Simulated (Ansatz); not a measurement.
A run of Ansatz 0.2.0 is set up as follows.

input.yaml

```yaml
crystal:
  lattice:
    - [0.0, 1.9156, 1.9156]
    - [1.9156, 0.0, 1.9156]
    - [1.9156, 1.9156, 0.0]
  atoms:
    - { symbol: Ir, position: [0.0, 0.0, 0.0] }
hamiltonian:
  xc: pbe
  pseudopotentials: { kind: paw }
kpoints:
  mp_grid: { grid: [12, 12, 12] }
scf:
  occupations: { method: gaussian, width: 0.021 }
output:
  forces: true
  stress: true
  eigenvalues: true
  write_density: true
  write_potential: true
  elf: true
  volumetric_format: npy
```

Potentials or basis: Ansatz PAW.

Run with:

```bash
$ ansatz run input.yaml --threads 2 --pin off --max-ram 5632MiB --backend cpu --events-out ev --progress --plain --runs-dir out
```

(1) Predict the pressure.

(2) Estimate the band gap on the k mesh.

## Answers

(1) 11.1 GPa.

(2) none (metal or under the smearing width).
